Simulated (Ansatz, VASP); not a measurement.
**H4C: VASP beside Ansatz**

Contents of INCAR:

```
PREC = Accurate ; ENCUT = 520
EDIFF = 1E-7 ; ISMEAR = 0
SIGMA = 0.05 ; LREAL = F
LASPH = T ; NELM = 80
ALGO = Normal ; ISIF = 2
LWAVE = F ; LCHARG = T
GGA = PS ; LELF = T
LVHAR = T ; NBANDS = 12
```

File KPOINTS:

```
regular mesh
0
Gamma
  6 6 6
```

The input POSCAR:

```
H4C
1.0
   -2.5904762915      2.4789246809      2.4789246809
    2.5904762915     -2.4789246809      2.4789246809
    2.5904762915      2.4789246809     -2.4789246809
H C
4 1
Direct
    0.0000000000      0.0000000000      0.7463128700
    0.7463128700      0.0000000000      0.0000000000
    0.0000000000      0.7463128700      0.0000000000
    0.2536871300      0.2536871300      0.2536871300
    0.0000000000      0.0000000000      0.0000000000
```

Input for Ansatz:

```yaml
crystal:
  lattice:
    - [-2.5904762915, 2.4789246809, 2.4789246809]
    - [2.5904762915, -2.4789246809, 2.4789246809]
    - [2.5904762915, 2.4789246809, -2.4789246809]
  atoms:
    - { symbol: H, position: [0.0, 0.0, 0.74631287] }
    - { symbol: H, position: [0.74631287, 0.0, 0.0] }
    - { symbol: H, position: [0.0, 0.74631287, 0.0] }
    - { symbol: H, position: [0.25368713, 0.25368713, 0.25368713] }
    - { symbol: C, position: [0.0, 0.0, 0.0] }
basis:
  ecutwfc: 420
kpoints:
  mp_grid: { grid: [6, 6, 6] }
hamiltonian:
  xc: pbesol
scf:
  occupations: { method: gaussian, width: 0.05 }
output:
  forces: true
  stress: true
  eigenvalues: true
```

Change from the starting cell: strain +0.0450 x Voigt [1, 0, 0, 0, 0, 0], atoms carried along.

Alike in both runs: task single point; functional PBEsol; k mesh 6 × 6 × 6; occupations gaussian, width 0.05 eV; no spin polarisation.

|  | VASP | Ansatz |
| --- | --- | --- |
| version | VASP 6.6.1 | Ansatz 0.2.0 |
| potentials or method | VASP PAW PBE potentials, release 64 (H, C) | scalar-relativistic, plane waves, PAW |
| plane-wave cutoff (eV) | 520 | 420 |
| valence electrons in the cell | 8 | 8 |

```csv
,VASP,Ansatz,Ansatz less VASP
gap on the k mesh at the Fermi level (eV),7.45,7.45,+0.002
least direct gap on the mesh (eV),7.45,7.45,+0.002
pressure (GPa),-1.0,-0.9,+0.02
largest component of the traceless stress (GPa),1.04,1.05,+0.009
rms of the force components (eV/Å),0.140,0.153,+0.0134
```

Atom by atom the forces differ by 0.017 eV/Å (rms over components).

Caveats: the PAW data sets were made with another functional, which shifts forces and pressure a little (VASP). A k mesh can miss the band edges.
